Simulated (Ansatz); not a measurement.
Random displacements in C

The calculation used DFT LDA, scalar-relativistic, plane waves, PAW (Ansatz). Settings: plane waves to 420 eV, k-mesh 8×8×8 (Γ-centred), Gaussian smearing 0.05 eV. No spin polarisation. Energies are free energies at this smearing, counted from the undisturbed cell; pressure is positive in compression.

The starting cell (relaxed at this level; this bcc form isn't the usual structure):

```yaml
crystal:
  lattice:
    - [-2.41040, 2.41040, 2.41040]
    - [2.41040, -2.41040, 2.41040]
    - [2.41040, 2.41040, -2.41040]
  atoms:
    - { symbol: C, position: [0.32547, 0.00000, 0.00000] }
    - { symbol: C, position: [0.67453, 0.67453, 0.67453] }
    - { symbol: C, position: [0.00000, 0.32547, 0.00000] }
    - { symbol: C, position: [0.00000, 0.00000, 0.32547] }
    - { symbol: C, position: [0.00000, 0.67453, 0.00000] }
    - { symbol: C, position: [0.32547, 0.32547, 0.32547] }
    - { symbol: C, position: [0.67453, 0.00000, 0.00000] }
    - { symbol: C, position: [0.00000, 0.00000, 0.67453] }
```

The atoms are displaced (Å, in the unstrained cell):

```csv
atom,ux,uy,uz
C1,-0.067,-0.166,-0.019
C2,0.114,-0.018,0.059
C3,-0.061,0.073,0.022
C4,-0.087,-0.148,-0.023
C5,0.189,0.042,0.006
C6,-0.068,0.167,-0.043
C7,-0.150,0.046,-0.087
C8,0.131,0.004,0.086
```

Strain (Voigt, engineering shear): (-0.0200, -0.1157, -0.0034, -0.0761, -0.0837, 0.0508).

**Question.** What are the energy change, the stress and the forces?

**Answer.** ΔE = 1314.5 meV/atom; stress (xx, yy, zz, yz, xz, xy; compression positive) (130.83, 173.67, 27.39, 16.14, 12.25, -15.00) GPa.
```csv
atom,Fx (eV/Å),Fy,Fz
C1,-2.17,16.84,1.67
C2,-10.77,-3.16,-1.39
C3,8.84,-4.59,1.79
C4,14.22,18.53,-1.60
C5,-16.07,5.40,-2.07
C6,1.46,-1.03,2.61
C7,10.80,-18.28,-1.76
C8,-6.31,-13.71,0.75
```

Cost: 1 run of about 0.55 core-minutes, on Arm Neoverse V1 (shared hosts).